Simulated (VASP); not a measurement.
# Mn (P6_3/mmc) in VASP: notebook

Runs on Mn. Level: PBE. Tasks: single point.

Program: VASP 6.6.1. These are calculated values, not measurements. Logs are shortened: lines on timing, memory, paths and dates and some standing lists are left out, and cuts for length are marked.

### Step 1. The crystal as given

The structure is hexagonal, space group P6_3/mmc (No. 194). Conventional cell: a = 2.484 Å, b = 2.484 Å, c = 4.026 Å, α = 90.00°, β = 90.00°, γ = 120.00°. Around Mn (site symmetry -6m2) lie 12 Mn at 2.47 to 2.48 Å.

This isn't the form of Mn at room conditions, which is a 58-atom cubic cell.

### Step 2. Single point, PBE, collinear spin, ferromagnetic start

Input file INCAR:

```
PREC = Accurate
ENCUT = 460
EDIFF = 1E-6
ISMEAR = 1
SIGMA = 0.1
LREAL = Auto
LASPH = T
NELM = 100
ALGO = Normal
ISIF = 2
LWAVE = F
LCHARG = F
ISPIN = 2
MAGMOM = 4 4
LORBIT = 11
LMAXMIX = 4
GGA = PE
ADDGRID = F
```

Input file KPOINTS:

```
regular mesh
0
Gamma
  9 9 5
```

Input file POSCAR:

```
Mn
1.0
    2.4836457705      0.0000000000      0.0000000000
   -1.2418228853      2.1509003313      0.0000000000
    0.0000000000      0.0000000000      4.0261950000
Mn
2
Direct
    0.3333333333      0.6666666667      0.2500000000
    0.6666666667      0.3333333333      0.7500000000
```

Potentials or basis: VASP PAW PBE potentials, release 64 (Mn_pv).

The run is started by

```
$ cat potpaw_PBE.64/Mn_pv/POTCAR > POTCAR
$ mpirun -np 1 vasp_std > vasp.out
```

OUTCAR:

```text
PREC = Accurate
   ENCUT = 460
   EDIFF = 1E-6
   ISMEAR = 1
   LREAL = Auto
   LASPH = T
   NELM = 100
   ISIF = 2
   ISPIN = 2
   LORBIT = 11
   GGA = PE

 Found     36 irreducible k-points:

 Following reciprocal coordinates:
            Coordinates               Weight
  0.000000  0.000000  0.000000      1.000000
  0.111111  0.000000  0.000000      6.000000
  0.222222  0.000000  0.000000      6.000000
  0.333333  0.000000  0.000000      6.000000
  0.444444  0.000000  0.000000      6.000000
  0.111111  0.111111  0.000000      6.000000
   k-points           NKPTS =     36   k-points in BZ     NKDIM =     36   number of bands    NBANDS=     21
   number of dos      NEDOS =    301   number of ions     NIONS =      2
   total plane-waves  NPLWV =   9072
   dimension x,y,z NGX =    18 NGY =   18 NGZ =   28
   dimension x,y,z NGXF=    36 NGYF=   36 NGZF=   56
   ions per type =               2
   NGX,Y,Z   is equivalent  to a cutoff of  12.05, 12.05, 11.56 a.u.
   NGXF,Y,Z  is equivalent  to a cutoff of  24.10, 24.10, 23.12 a.u.
 SYSTEM =  unknown system
   PREC   = accura    normal or accurate (medium, high low for compatibility)
   ISTART =      0    job   : 0-new  1-cont  2-samecut
   ICHARG =      2    charge: 1-file 2-atom 10-const
   ISPIN  =      2    spin polarized calculation?
   LNONCOLLINEAR =      F non collinear calculations
   LSORBIT =      F    spin-orbit coupling
   LASPH  =      T    aspherical Exc in radial PAW
   ENCUT  =  460.0 eV  33.81 Ry    5.81 a.u.   4.34  4.34  7.04*2*pi/ulx,y,z
   NELM   =    100;   NELMIN=  2; NELMDL= -5     # of ELM steps
   EDIFF  = 0.1E-05   stopping-criterion for ELM
   LREAL  =      T    real-space projection
   EDIFFG = 0.1E-04   stopping-criterion for IOM
   NSW    =      0    number of steps for IOM
   IBRION =     -1    ionic relax: 0-MD 1-quasi-New 2-CG
   NFREE  =      0    steps in history (QN), initial steepest desc. (CG)
   ISIF   =      2    stress and relaxation
   ISYM   =      2    0-nonsym 1-usesym 2-fastsym
   POTIM  = 0.5000    time-step for ionic-motion
   TEBEG  =    0.0;   TEEND  =   0.0 temperature during run
   PSTRESS=    0.0 pullay stress
   NELECT =      26.0000    total number of electrons
   NUPDOWN=      -1.0000    fix difference up-down
   EMIN   =  10.00;   EMAX   =-10.00  energy-range for DOS
   EFERMI =   0.00;   METHOD = LEGACY
   ISMEAR =     1;   SIGMA  =   0.10  broadening in eV -4-tet -1-fermi 0-gaus
   EFERMI_NEDOS =   21; number of points for ismear=-14 and -15
   IALGO  =     38    algorithm
   IMIX   =      4    mixing-type and parameters
     AMIX     =   0.40;   BMIX     =  1.00
     AMIX_MAG =   1.60;   BMIX_MAG =  1.00
  volume/ion in A,a.u.               =      10.75        72.57
  Fermi-wavevector in a.u.,A,eV,Ry     =   1.743938  3.295565 41.379665  3.041320
  Thomas-Fermi vector in A             =   2.815914
   LORBIT       =     11    0 simple, 1 ext, 2 COOP (PROOUT), +10 PAW based schemes
   GGA     = PE    functional components
   LHFCALC =     F    Hartree Fock is set to
   AEXX    =    0.0000 exact exchange contribution
   IVDW    =     0    specifies the selected vdW correction
   LEPSILON=     F    determine dielectric tensor
   LRPA    =     F    only Hartree local field effects (RPA)
 spin polarized calculation
 Methfessel and Paxton  Order N= 1 SIGMA  =   0.10
  energy-cutoff  :      460.00
  volume of cell :       21.51
 maximum number of plane-waves:       513
 NGX is ok and might be reduce to    18
   NGX =  9   NGY =  9   NGZ = 15

 number of electron      26.0000014 magnetization       0.0000654

 number of electron      26.0000014 magnetization      -0.0000563

 Free energy of the ion-electron system (eV)
  ---------------------------------------------------
  ext. energy  EPLUGINS =         0.00000000
  ---------------------------------------------------
  free energy    TOTEN  =       -17.88148773 eV

  energy without entropy =      -17.87998797  energy(sigma->0) =      -17.88098781

 E-fermi :  10.3311     XC(G=0): -14.0155

 val. band max:       10.3130086131   @ k =   0.3333   0.2222   0.4000
 cond. band min:      10.3422347109   @ k =   0.1111   0.0000   0.0000
 fundamental gap:      0.0292260978
 Fermi energy:        10.3310854976

 spin component 1

 k-point     1 :       0.0000    0.0000    0.0000
  band No.  band energies     occupation
      1     -37.9260      1.00000
      2     -37.2527      1.00000
      3     -37.2527      1.00000
      4     -37.1569      1.00000
      5     -37.1496      1.00000
      6     -37.1496      1.00000
[... 13 lines left out ...]
     20      31.1198      0.00000
     21      34.3625      0.00000
[... 97 lines left out ...]
 k-point     6 :       0.1111    0.1111    0.0000
  band No.  band energies     occupation
      1     -37.8393      1.00000
      2     -37.4181      1.00000
      3     -37.3710      1.00000
      4     -37.2791      1.00000
      5     -37.1916      1.00000
      6     -37.1902      1.00000
[... 13 lines left out ...]
     20      27.9305      0.00000
     21      29.0118      0.00000

 [... further k-points ...]

 spin component 2

 k-point     1 :       0.0000    0.0000    0.0000
  band No.  band energies     occupation
      1     -37.9260      1.00000
      2     -37.2527      1.00000
      3     -37.2527      1.00000
      4     -37.1570      1.00000
      5     -37.1496      1.00000
      6     -37.1496      1.00000
[... 13 lines left out ...]
     20      31.1199      0.00000
     21      34.3584      0.00000
[... 97 lines left out ...]
 k-point     6 :       0.1111    0.1111    0.0000
  band No.  band energies     occupation
      1     -37.8393      1.00000
      2     -37.4181      1.00000
      3     -37.3710      1.00000
      4     -37.2791      1.00000
      5     -37.1916      1.00000
      6     -37.1902      1.00000
[... 13 lines left out ...]
     20      27.9305      0.00000
     21      29.0118      0.00000

 [... further k-points ...]

------------------------ aborting loop because EDIFF is reached ----------------------------------------

  FORCE on cell =-STRESS in cart. coord.  units (eV):
  Direction    XX          YY          ZZ          XY          YZ          ZX
  --------------------------------------------------------------------------------------
  -------------------------------------------------------------------------------------
  Total       -0.1847105     -0.1847105     -0.4494992      0.0000000      0.0000000      0.0000000
  in kB      -13.7593348    -13.7593348    -33.4838039      0.0000000      0.0000000      0.0000000
  external PRESSURE =     -20.3341578 kB  Pullay stress =       0.0000000 kB

 VOLUME and BASIS-vectors are now :
 -----------------------------------------------------------------------------
  energy-cutoff  :      460.00
  volume of cell :       21.51
      direct lattice vectors                 reciprocal lattice vectors
     2.483645770  0.000000000  0.000000000     0.402633907  0.232460795  0.000000000
    -1.241822885  2.150900331  0.000000000     0.000000000  0.464921589  0.000000000
     0.000000000  0.000000000  4.026195000     0.000000000  0.000000000  0.248373464

 POSITION                                       TOTAL-FORCE (eV/Angst)
 -----------------------------------------------------------------------------------
     -0.00000      1.43393      1.00655        -0.000000      0.000000      0.000000
      1.24182      0.71697      3.01965         0.000000     -0.000000      0.000000
 -----------------------------------------------------------------------------------
    total drift:                               -0.000000      0.000000     -0.000000

  FREE ENERGIE OF THE ION-ELECTRON SYSTEM (eV)
  ---------------------------------------------------
  free  energy   TOTEN  =       -17.8814877278 eV

  energy  without entropy=      -17.8799879654  energy(sigma->0) =      -17.88098781

 total charge

# of ion       s       p       d       tot
------------------------------------------
    1        0.427   6.400   5.157  11.984
    2        0.427   6.400   5.157  11.984
--------------------------------------------------
tot          0.853  12.801  10.313  23.968

 magnetization (x)

# of ion       s       p       d       tot
------------------------------------------
    1       -0.000  -0.000  -0.000  -0.000
    2       -0.000  -0.000  -0.000  -0.000
--------------------------------------------------
tot         -0.000  -0.000  -0.000  -0.000
```

OSZICAR:

```text
N       E                     dE             d eps       ncg     rms          rms(c)
DAV:   1     0.236724157357E+03    0.23672E+03   -0.14690E+04  3061   0.166E+03
DAV:   2    -0.869247336888E+01   -0.24542E+03   -0.23659E+03  3049   0.422E+02
DAV:   3    -0.175200657021E+02   -0.88276E+01   -0.87542E+01  3324   0.938E+01
DAV:   4    -0.176039220183E+02   -0.83856E-01   -0.83850E-01  3359   0.904E+00
DAV:   5    -0.176055327708E+02   -0.16108E-02   -0.16107E-02  3404   0.126E+00    0.257E+01
DAV:   6    -0.173099694890E+02    0.29556E+00   -0.89552E+00  3274   0.392E+01    0.641E+00
DAV:   7    -0.177330538599E+02   -0.42308E+00   -0.32830E-01  3239   0.557E+00    0.456E+00
DAV:   8    -0.178184332139E+02   -0.85379E-01   -0.20037E-02  3254   0.189E+00    0.262E+00
DAV:   9    -0.178723870802E+02   -0.53954E-01   -0.10367E-01  3244   0.308E+00    0.130E+00
DAV:  10    -0.178807799740E+02   -0.83929E-02   -0.11440E-02  3214   0.117E+00    0.305E-01
DAV:  11    -0.178812940711E+02   -0.51410E-03   -0.26788E-04  3491   0.172E-01    0.206E-01
DAV:  12    -0.178814920687E+02   -0.19800E-03   -0.48218E-04  3460   0.216E-01    0.552E-02
DAV:  13    -0.178814872952E+02    0.47736E-05   -0.57513E-05  3244   0.865E-02    0.218E-02
DAV:  14    -0.178814873146E+02   -0.19431E-07   -0.10841E-05  3286   0.270E-02    0.455E-03
DAV:  15    -0.178814877278E+02   -0.41320E-06   -0.83439E-07  1662   0.986E-03
   1 F= -.17881488E+02 E0= -.17880988E+02  d E =-.149976E-02  mag=    -0.0001
```

stdout:

```text
POSCAR found type information on POSCAR Mn
 POSCAR found :  1 types and       2 ions
 scaLAPACK will be used
 -----------------------------------------------------------------------------
|                                                                             |
|                                                                             |
|     You have a (more or less) 'small supercell' and for smaller cells       |
|     it is recommended to use the reciprocal-space projection scheme!        |
|     The real-space optimization is not efficient for small cells and it     |
|     is also less accurate ...                                               |
|     Therefore, set LREAL=.FALSE. in the INCAR file.                         |
|                                                                             |
 -----------------------------------------------------------------------------

 LDA part: xc-table for (Slater+PW92), standard interpolation
 POSCAR, INCAR and KPOINTS ok, starting setup
 FFT: planning ... GRIDC
 FFT: planning ... GRID_SOFT
 FFT: planning ... GRID
 WAVECAR not read
 entering main loop
```

It took 95 s on 1 thread of AMD EPYC, shared host; peak memory 0.11 GiB.

The run converged, but some of its settings lie outside the range that counts as converged, so its numbers aren't taken as properties of the crystal.

Results:

```
Free energy                                           : -17.8815 eV
Pressure                                              : -2.0 GPa
Band gap on the k mesh                                : none (metal or under the smearing width)
Net moment                                            : 0.00 μB per cell
Valence electrons inside the program's atomic spheres : Mn 11.98
```

Caveat: the starting moments collapsed, and a magnetic state may lie lower.

### Step 3. Single point, PBE, collinear spin, ferromagnetic start

INCAR is that of step 2.

KPOINTS is that of step 2.

Input file POSCAR:

```
Mn
1.0
    2.4836457705      0.0000000000      0.0000000000
   -1.2418228853      2.1509003313      0.0000000000
    0.0000000000      0.0000000000      4.0261950000
Mn
2
Direct
    0.3276130000      0.6533230000      0.2419640000
    0.6727760000      0.3616470000      0.7542400000
```

Potentials or basis: VASP PAW PBE potentials, release 64 (Mn_pv).

The run is started by

```
$ cat potpaw_PBE.64/Mn_pv/POTCAR > POTCAR
$ mpirun -np 1 vasp_std > vasp.out
```

It took 8.5 min on 1 thread of AMD EPYC, shared host; peak memory 0.18 GiB.

These settings aren't checked as converged: the numbers below hold their error.

Results:

```
Free energy                                           : -17.8696 eV
Pressure                                              : -1.6 GPa
Largest force                                         : 0.243 eV/Å
Band gap on the k mesh                                : none (metal or under the smearing width)
Net moment                                            : 0.00 μB per cell
Valence electrons inside the program's atomic spheres : Mn 11.99
```

Caveat: the starting moments collapsed, and a magnetic state may lie lower.

### Step 4. Single point, PBE, collinear spin, ferromagnetic start

INCAR: that of step 3 with these lines changed.

```diff
@@ -2,6 +2,6 @@
 ENCUT = 460
-EDIFF = 1E-6
+EDIFF = 0.01
 ISMEAR = 1
 SIGMA = 0.1
-LREAL = Auto
+LREAL = F
 LASPH = T
```

KPOINTS is that of step 3.

Input file POSCAR:

```
Mn
1.0
    2.4836457705      0.0000000000      0.0000000000
   -1.2418228853      2.1509003313      0.0000000000
    0.0000000000      0.0000000000      4.0261950000
Mn
2
Direct
    0.3333333333      0.6666666667      0.2500000000
    0.6666666667      0.3333333333      0.7500000000
```

The run is started by

```
$ cat potpaw_PBE.64/Mn_pv/POTCAR > POTCAR
$ mpirun -np 1 vasp_std > vasp.out
```

Run time: 34 s. Hardware: 1 thread of AMD EPYC, shared host; peak memory 0.11 GiB.

These settings aren't checked as converged: the numbers below hold their error.

What came out:

```
Free energy                                           : -17.8802 eV
Pressure                                              : -1.4 GPa
Band gap on the k mesh                                : none (metal or under the smearing width)
Net moment                                            : -0.13 μB per cell
Site moments                                          : Mn -0.04 μB
Valence electrons inside the program's atomic spheres : Mn 11.98
```

Caveat: the starting moments collapsed, and a magnetic state may lie lower.

### Step 5. Single point, PBE, collinear spin, ferromagnetic start

INCAR is that of step 4.

KPOINTS is that of step 4.

Input file POSCAR:

```
Mn
1.0
    2.4836457705      0.0000000000      0.0000000000
   -1.2418228853      2.1509003313      0.0000000000
    0.0000000000      0.0000000000      4.0261950000
Mn
2
Direct
    0.3276130000      0.6533230000      0.2419640000
    0.6727760000      0.3616470000      0.7542400000
```

Potentials or basis: VASP PAW PBE potentials, release 64 (Mn_pv).

The run is started by

```
$ cat potpaw_PBE.64/Mn_pv/POTCAR > POTCAR
$ mpirun -np 1 vasp_std > vasp.out
```

OUTCAR:

```text
PREC = Accurate
   ENCUT = 460
   EDIFF = 0.01
   ISMEAR = 1
   LREAL = F
   LASPH = T
   NELM = 100
   ISIF = 2
   ISPIN = 2
   LORBIT = 11
   GGA = PE

 Found    203 irreducible k-points:

 Following reciprocal coordinates:
            Coordinates               Weight
  0.000000  0.000000  0.000000      1.000000
  0.111111  0.000000  0.000000      2.000000
  0.000000  0.111111  0.000000      2.000000
 -0.111111  0.111111  0.000000      2.000000
  0.222222  0.000000  0.000000      2.000000
  0.000000  0.222222  0.000000      2.000000
   k-points           NKPTS =    203   k-points in BZ     NKDIM =    203   number of bands    NBANDS=     21
   number of dos      NEDOS =    301   number of ions     NIONS =      2
   total plane-waves  NPLWV =   9072
   dimension x,y,z NGX =    18 NGY =   18 NGZ =   28
   dimension x,y,z NGXF=    36 NGYF=   36 NGZF=   56
   ions per type =               2
   NGX,Y,Z   is equivalent  to a cutoff of  12.05, 12.05, 11.56 a.u.
   NGXF,Y,Z  is equivalent  to a cutoff of  24.10, 24.10, 23.12 a.u.
 SYSTEM =  unknown system
   PREC   = accura    normal or accurate (medium, high low for compatibility)
[... 224 lines left out ...]
      6     -37.1421      1.00000
[... 133 lines left out ...]
     20      26.0517      0.00000
     21      30.5227      0.00000

 [... further k-points ...]

------------------------ aborting loop because EDIFF is reached ----------------------------------------

  FORCE on cell =-STRESS in cart. coord.  units (eV):
  Direction    XX          YY          ZZ          XY          YZ          ZX
  --------------------------------------------------------------------------------------
  -------------------------------------------------------------------------------------
  Total       -0.1639387     -0.5927107     -0.3228168     -0.0364824      0.1032875     -0.0125072
  in kB      -12.2120170    -44.1518178    -24.0470560     -2.7176207      7.6940237     -0.9316807
  external PRESSURE =     -26.8036303 kB  Pullay stress =       0.0000000 kB

 VOLUME and BASIS-vectors are now :
 -----------------------------------------------------------------------------
  energy-cutoff  :      460.00
  volume of cell :       21.51
      direct lattice vectors                 reciprocal lattice vectors
     2.483645770  0.000000000  0.000000000     0.402633907  0.232460795  0.000000000
    -1.241822885  2.150900331  0.000000000     0.000000000  0.464921589  0.000000000
     0.000000000  0.000000000  4.026195000     0.000000000  0.000000000  0.248373464

 POSITION                                       TOTAL-FORCE (eV/Angst)
 -----------------------------------------------------------------------------------
      0.00236      1.40523      0.97419        -0.043738      0.184064      0.147074
      1.22184      0.77787      3.03672         0.043738     -0.184064     -0.147074
 -----------------------------------------------------------------------------------
    total drift:                                0.000194     -0.000108     -0.000056

  FREE ENERGIE OF THE ION-ELECTRON SYSTEM (eV)
  ---------------------------------------------------
  free  energy   TOTEN  =       -17.8688144086 eV

  energy  without entropy=      -17.8687839765  energy(sigma->0) =      -17.86880426

 total charge

# of ion       s       p       d       tot
------------------------------------------
    1        0.427   6.401   5.159  11.988
    2        0.427   6.401   5.159  11.988
--------------------------------------------------
tot          0.855  12.802  10.318  23.975

 magnetization (x)

# of ion       s       p       d       tot
------------------------------------------
    1        0.000  -0.000  -0.011  -0.011
    2        0.000  -0.000  -0.011  -0.011
--------------------------------------------------
tot          0.000  -0.001  -0.021  -0.022
```

stdout:

```text
POSCAR found type information on POSCAR Mn
 POSCAR found :  1 types and       2 ions
 scaLAPACK will be used
 LDA part: xc-table for (Slater+PW92), standard interpolation
 POSCAR, INCAR and KPOINTS ok, starting setup
 FFT: planning ... GRIDC
 FFT: planning ... GRID_SOFT
 FFT: planning ... GRID
 WAVECAR not read
 entering main loop
```

Run time: 2.6 min. Hardware: 1 thread of AMD EPYC, shared host; peak memory 0.18 GiB.

The run converged, but some of its settings lie outside the range that counts as converged, so its numbers aren't taken as properties of the crystal.

What came out:

```yaml
Free_energy: -17.8688 eV
Pressure: -2.7 GPa
Largest_force: 0.240 eV/Å
Band_gap_on_the_k_mesh: none (metal or under the smearing width)
Net_moment: -0.04 μB per cell
Valence_electrons_inside_the_program's_atomic_spheres: Mn 11.99
```

Caveat: the starting moments collapsed, and a magnetic state may lie lower.

### Step 6. For comparison

An earlier run on the cell as given: functional PBE; potentials or basis VASP PAW PBE potentials, release 64 (Mn_pv); cutoff 520 eV; k mesh 12 × 12 × 7; occupations fermi-dirac, width 0.05 eV; collinear spin, ferromagnetic start; starting moments [4.0, 4.0] μB.

- Pressure: -1.3 GPa
- Band gap on the k mesh: none (metal or under the smearing width)
- Net moment: 0.00 μB per cell
- Valence electrons inside the program's atomic spheres: Mn 11.98
